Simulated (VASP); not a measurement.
# Cd (P6_3/mmc) in VASP: further runs

Runs on Cd. Level: PBE. Tasks: relaxation of cell and atoms.

Everything below comes from runs of VASP 6.6.1. Logs are shortened: lines on timing, memory, paths and dates and some standing lists are left out, and cuts for length are marked.

## Step 1: Starting point

It takes space group P6_3/mmc (No. 194, hexagonal). Conventional cell: a = 2.979 Å, b = 2.979 Å, c = 5.618 Å, α = 90.00°, β = 90.00°, γ = 120.00°. Cd (site symmetry -6m2) has 12 Cd at 2.98 to 3.29 Å as nearest neighbours.

## Step 2: Relaxation of cell and atoms, PBE

Contents of INCAR:

```
SYSTEM = Cd
PREC = Accurate
ENCUT = 520
EDIFF = 1E-6
ISMEAR = 0
SIGMA = 0.1
LREAL = .False.
LASPH = .True.
NELM = 120
ALGO = Normal
ISIF = 3
LWAVE = .False.
LCHARG = .False.
GGA = PE
IBRION = 2
NSW = 90
EDIFFG = -0.01
```

Contents of KPOINTS:

```
regular mesh
0
Gamma
  17 17 8
  0 0 0
```

Contents of POSCAR:

```
Cd
1.0
    2.9788700000      0.0000000000      0.0000000000
   -1.4894350000      2.5797770900      0.0000000000
    0.0000000000      0.0000000000      5.6176500000
Cd
2
Direct
    0.3333333300      0.6666666700      0.2500000000
    0.6666666700      0.3333333300      0.7500000000
```

Potentials or basis: VASP PAW PBE potentials, release 64 (Cd).

On the command line:

```sh
$ cat potpaw_PBE.64/Cd/POTCAR > POTCAR
$ mpirun -np 1 vasp_std > vasp.out
```

OUTCAR:

```text
SYSTEM = Cd
   PREC = Accurate
   ENCUT = 520
   EDIFF = 1E-6
   ISMEAR = 0
   LREAL = .False.
   LASPH = .True.
   NELM = 120
   ISIF = 3
   GGA = PE
   IBRION = 2
   NSW = 90
   EDIFFG = -0.01

 ion  position               nearest neighbor table
   1  0.333  0.667  0.250-   2 3.29   2 3.29   2 3.29   2 3.29   2 3.29   2 3.29
   2  0.667  0.333  0.750-   1 3.29   1 3.29   1 3.29   1 3.29   1 3.29   1 3.29

  LATTYP: Found a hexagonal cell.
 ALAT       =     2.9788700000
 C/A-ratio  =     1.8858325472

  Lattice vectors:

 A1 = (   2.9788700000,   0.0000000000,   0.0000000000)
 A2 = (  -1.4894350000,   2.5797770900,   0.0000000000)
 A3 = (   0.0000000000,   0.0000000000,   5.6176500000)

Analysis of symmetry for initial positions (statically):
=====================================================================
 Subroutine PRICEL returns:
 Original cell was already a primitive cell.

 Routine SETGRP: Setting up the symmetry group for a
 hexagonal supercell.

 Subroutine GETGRP returns: Found 24 space group operations
 (whereof 12 operations were pure point group operations)
 out of a pool of 24 trial point group operations.

The static configuration has the point symmetry D_3d.
 The point group associated with its full space group is D_6h.

Analysis of symmetry for dynamics (positions and initial velocities):
=====================================================================
 Subroutine PRICEL returns:
 Original cell was already a primitive cell.

 Routine SETGRP: Setting up the symmetry group for a
 hexagonal supercell.

 Subroutine GETGRP returns: Found 24 space group operations
 (whereof 12 operations were pure point group operations)
 out of a pool of 24 trial point group operations.

The dynamic configuration has the point symmetry D_3d.
 The point group associated with its full space group is D_6h.

 Subroutine INISYM returns: Found 24 space group operations
 (whereof 12 operations are pure point group operations),
 and found     1 'primitive' translations

----------------------------------------------------------------------------------------

                                     Primitive cell

  volume of cell :      43.1706

  direct lattice vectors                    reciprocal lattice vectors
     2.978870000  0.000000000  0.000000000     0.335697765  0.193815195  0.000000000
    -1.489435000  2.579777090  0.000000000     0.000000000  0.387630390  0.000000000
     0.000000000  0.000000000  5.617650000     0.000000000  0.000000000  0.178010378

  length of vectors
     2.978870000  2.978869996  5.617650000     0.387630390  0.387630390  0.178010378

  position of ions in fractional coordinates (direct lattice)
     0.333333330  0.666666670  0.250000000
     0.666666670  0.333333330  0.750000000

  ion indices of the primitive-cell ions
   primitive index   ion index
                 1           1
                 2           2

----------------------------------------------------------------------------------------

 KPOINTS: regular mesh

Automatic generation of k-mesh.
 Grid dimensions read from file:
 generate k-points for:   17   17    8

 Generating k-lattice:

  Cartesian coordinates                     Fractional coordinates (reciprocal lattice)
     0.019746927  0.011400894  0.000000000     0.058823529  0.000000000  0.000000000
     0.000000000  0.022801788  0.000000000     0.000000000  0.058823529  0.000000000
     0.000000000  0.000000000  0.022251297     0.000000000  0.000000000  0.125000000

  Length of vectors
     0.022801788  0.022801788  0.022251297

  Shift w.r.t. Gamma in fractional coordinates (k-lattice)
     0.000000000  0.000000000  0.000000000

 Subroutine IBZKPT returns following result:
 ===========================================

 Found    165 irreducible k-points:

 Following reciprocal coordinates:
            Coordinates               Weight
  0.000000  0.000000  0.000000      1.000000
  0.058824  0.000000  0.000000      6.000000
  0.117647  0.000000  0.000000      6.000000
  0.176471 -0.000000  0.000000      6.000000
  0.235294  0.000000  0.000000      6.000000
  0.294118  0.000000  0.000000      6.000000
[... 16 lines left out ...]
  0.411765  0.117647  0.000000     12.000000
  0.176471  0.176471  0.000000      6.000000
 [... further k-points ...]
   k-points           NKPTS =    165   k-points in BZ     NKDIM =    165   number of bands    NBANDS=     16
   number of dos      NEDOS =    301   number of ions     NIONS =      2
   total plane-waves  NPLWV =  24192
   dimension x,y,z NGX =    24 NGY =   24 NGZ =   42
   dimension x,y,z NGXF=    48 NGYF=   48 NGZF=   84
   ions per type =               2
   NGX,Y,Z   is equivalent  to a cutoff of  13.39, 13.39, 12.43 a.u.
   NGXF,Y,Z  is equivalent  to a cutoff of  26.79, 26.79, 24.86 a.u.
 SYSTEM =  Cd
   PREC   = accura    normal or accurate (medium, high low for compatibility)
   ISTART =      0    job   : 0-new  1-cont  2-samecut
   ICHARG =      2    charge: 1-file 2-atom 10-const
   ISPIN  =      1    spin polarized calculation?
   LNONCOLLINEAR =      F non collinear calculations
   LSORBIT =      F    spin-orbit coupling
   LASPH  =      T    aspherical Exc in radial PAW
   ENCUT  =  520.0 eV  38.22 Ry    6.18 a.u.   5.54  5.54 10.45*2*pi/ulx,y,z
   NELM   =    120;   NELMIN=  2; NELMDL= -5     # of ELM steps
   EDIFF  = 0.1E-05   stopping-criterion for ELM
   LREAL  =      F    real-space projection
   EDIFFG = -.1E-01   stopping-criterion for IOM
   NSW    =     90    number of steps for IOM
   IBRION =      2    ionic relax: 0-MD 1-quasi-New 2-CG
   NFREE  =      1    steps in history (QN), initial steepest desc. (CG)
   ISIF   =      3    stress and relaxation
   ISYM   =      2    0-nonsym 1-usesym 2-fastsym
   POTIM  = 0.5000    time-step for ionic-motion
   TEBEG  =    0.0;   TEEND  =   0.0 temperature during run
   PSTRESS=    0.0 pullay stress
   NELECT =      24.0000    total number of electrons
   NUPDOWN=      -1.0000    fix difference up-down
   EMIN   =  10.00;   EMAX   =-10.00  energy-range for DOS
   EFERMI =   0.00;   METHOD = LEGACY
   ISMEAR =     0;   SIGMA  =   0.10  broadening in eV -4-tet -1-fermi 0-gaus
   EFERMI_NEDOS =   21; number of points for ismear=-14 and -15
   IALGO  =     38    algorithm
   IMIX   =      4    mixing-type and parameters
     AMIX     =   0.40;   BMIX     =  1.00
     AMIX_MAG =   1.60;   BMIX_MAG =  1.00
  volume/ion in A,a.u.               =      21.59       145.66
  Fermi-wavevector in a.u.,A,eV,Ry     =   1.346116  2.543790 24.654136  1.812028
  Thomas-Fermi vector in A             =   2.473974
   LORBIT       =      0    0 simple, 1 ext, 2 COOP (PROOUT), +10 PAW based schemes
   GGA     = PE    functional components
   LHFCALC =     F    Hartree Fock is set to
   AEXX    =    0.0000 exact exchange contribution
   IVDW    =     0    specifies the selected vdW correction
   LEPSILON=     F    determine dielectric tensor
   LRPA    =     F    only Hartree local field effects (RPA)
 conjugate gradient relaxation of ions
 non-spin polarized calculation
 Gauss-broadening in eV      SIGMA  =   0.10
  energy-cutoff  :      520.00
  volume of cell :       43.17
 maximum number of plane-waves:      1186
 NGX is ok and might be reduce to    24
   NGX = 11   NGY = 11   NGZ = 21

--------------------------------------- Ionic step        1  -------------------------------------------

 number of electron      23.9999993 magnetization

 Free energy of the ion-electron system (eV)
  ---------------------------------------------------
  ext. energy  EPLUGINS =         0.00000000
  ---------------------------------------------------
  free energy    TOTEN  =        -1.46292242 eV

  energy without entropy =       -1.46035656  energy(sigma->0) =       -1.46163949

------------------------ aborting loop because EDIFF is reached ----------------------------------------

  FORCE on cell =-STRESS in cart. coord.  units (eV):
  Direction    XX          YY          ZZ          XY          YZ          ZX
  --------------------------------------------------------------------------------------
  -------------------------------------------------------------------------------------
  Total        1.0123186      1.0123186      0.6445867      0.0000000      0.0000000      0.0000000
  in kB       37.5698429     37.5698428     23.9223313      0.0000000      0.0000000      0.0000000
  external PRESSURE =      33.0206723 kB  Pullay stress =       0.0000000 kB

 VOLUME and BASIS-vectors are now :
 -----------------------------------------------------------------------------
  energy-cutoff  :      520.00
  volume of cell :       43.17
      direct lattice vectors                 reciprocal lattice vectors
     2.978870000  0.000000000  0.000000000     0.335697765  0.193815195  0.000000000
    -1.489435000  2.579777090  0.000000000     0.000000000  0.387630390  0.000000000
     0.000000000  0.000000000  5.617650000     0.000000000  0.000000000  0.178010378
[... 181 lines left out ...]
 POSITION                                       TOTAL-FORCE (eV/Angst)
 -----------------------------------------------------------------------------------
     -0.00000      1.75786      1.42759        -0.000000      0.000000      0.000000
      1.52235      0.87893      4.28278         0.000000     -0.000000      0.000000
 -----------------------------------------------------------------------------------
    total drift:                               -0.000002      0.000001      0.000000

  FREE ENERGIE OF THE ION-ELECTRON SYSTEM (eV)
  ---------------------------------------------------
  free  energy   TOTEN  =        -1.4898674406 eV

  energy  without entropy=       -1.4872721254  energy(sigma->0) =       -1.48856978

--------------------------------------- Ionic step        7  -------------------------------------------

 number of electron      23.9999994 magnetization

 Free energy of the ion-electron system (eV)
  ---------------------------------------------------
  ext. energy  EPLUGINS =         0.00000000
  ---------------------------------------------------
  free energy    TOTEN  =        -1.48990762 eV

  energy without entropy =       -1.48738532  energy(sigma->0) =       -1.48864647

 E-fermi :   2.5862     XC(G=0): -10.7149

 val. band max:        2.5582544285   @ k =   0.4706   0.0000   0.3750
 cond. band min:       2.6060611546   @ k =   0.4118  -0.0000   0.0000
 fundamental gap:      0.0478067261
 Fermi energy:         2.5861773419

 k-point     1 :       0.0000    0.0000    0.0000
  band No.  band energies     occupation
      1      -7.0833      2.00000
      2      -6.8521      2.00000
      3      -6.5514      2.00000
      4      -6.5514      2.00000
      5      -6.5064      2.00000
      6      -6.5064      2.00000
[... 8 lines left out ...]
     15      16.7164      0.00000
     16      16.7178      0.00000
[... 419 lines left out ...]
 k-point    24 :       0.1765    0.1765    0.0000
  band No.  band energies     occupation
      1      -6.7844      2.00000
      2      -6.7535      2.00000
      3      -6.5963      2.00000
      4      -6.5280      2.00000
      5      -6.4382      2.00000
      6      -6.4252      2.00000
[... 8 lines left out ...]
     15       8.4199      0.00000
     16      12.4785      0.00000

 [... further k-points ...]

------------------------ aborting loop because EDIFF is reached ----------------------------------------

  FORCE on cell =-STRESS in cart. coord.  units (eV):
  Direction    XX          YY          ZZ          XY          YZ          ZX
  --------------------------------------------------------------------------------------
  -------------------------------------------------------------------------------------
  Total        0.0057832      0.0057832      0.0144829      0.0000000      0.0000000      0.0000000
  in kB        0.2019978      0.2019978      0.5058635      0.0000000      0.0000000      0.0000000
  external PRESSURE =       0.3032864 kB  Pullay stress =       0.0000000 kB

 VOLUME and BASIS-vectors are now :
 -----------------------------------------------------------------------------
  energy-cutoff  :      520.00
  volume of cell :       45.87
      direct lattice vectors                 reciprocal lattice vectors
     3.043582811 -0.000000000  0.000000000     0.328560142  0.189694287 -0.000000000
    -1.521791405  2.635820028  0.000000000     0.000000000  0.379388573 -0.000000000
     0.000000000  0.000000000  5.717857628    -0.000000000 -0.000000000  0.174890678

 POSITION                                       TOTAL-FORCE (eV/Angst)
 -----------------------------------------------------------------------------------
     -0.00000      1.75721      1.42946        -0.000000      0.000000      0.000000
      1.52179      0.87861      4.28839         0.000000     -0.000000     -0.000000
 -----------------------------------------------------------------------------------
    total drift:                               -0.000002      0.000001      0.000000

  FREE ENERGIE OF THE ION-ELECTRON SYSTEM (eV)
  ---------------------------------------------------
  free  energy   TOTEN  =        -1.4899076181 eV

  energy  without entropy=       -1.4873853201  energy(sigma->0) =       -1.48864647

 reached required accuracy - stopping structural energy minimisation
```

It took 2.3 min on 1 thread of Intel Xeon Platinum 8559C (Emerald Rapids), shared host; peak memory 0.23 GiB.

Results:

| Quantity | Value |
| --- | --- |
| Free energy | -1.4899 eV |
| Relaxed volume | 22.94 Å³/atom |
| Relaxed cell | a = 3.044 Å, b = 3.044 Å, c = 5.718 Å, α = 90.00°, β = 90.00°, γ = 120.00° |
| Space group after relaxing (to 0.05 Å) | P6_3/mmc (No. 194) |
| Energy gained by relaxing | 13.5 meV/atom |
| Ionic steps | 7 |
| Pressure after relaxing | 0.0 GPa |
| Band gap on the k mesh | none (metal or under the smearing width) |

Step by step:
| step | energy change (eV) | largest force (eV/Å) | pressure (GPa) | volume (Å³) |
| --- | --- | --- | --- | --- |
| 1 | 0.0000 | 0.0000 | 3.30 | 43.17 |
| 2 | -0.0268 | 0.0000 | -0.12 | 46.01 |
| 3 | -0.0268 | 0.0000 | 0.00 | 45.86 |
| 4 | -0.0268 | 0.0000 | 0.08 | 45.80 |
| 5 | -0.0269 | 0.0000 | 0.04 | 45.83 |
| 6 | -0.0269 | 0.0000 | 0.06 | 45.84 |
| 7 | -0.0270 | 0.0000 | 0.03 | 45.87 |

Final structure:
```cif
data_structure
_symmetry_space_group_name_H-M 'P 1'
_symmetry_Int_Tables_number 1
_cell_length_a 3.0436
_cell_length_b 3.0436
_cell_length_c 5.7179
_cell_angle_alpha 90.000
_cell_angle_beta 90.000
_cell_angle_gamma 120.000
_cell_volume 45.87
loop_
_atom_site_label
_atom_site_type_symbol
_atom_site_fract_x
_atom_site_fract_y
_atom_site_fract_z
_atom_site_occupancy
Cd1 Cd 0.33333 0.66667 0.25000 1
Cd2 Cd 0.66667 0.33333 0.75000 1
```

(Part 1 of 2 ends here.)
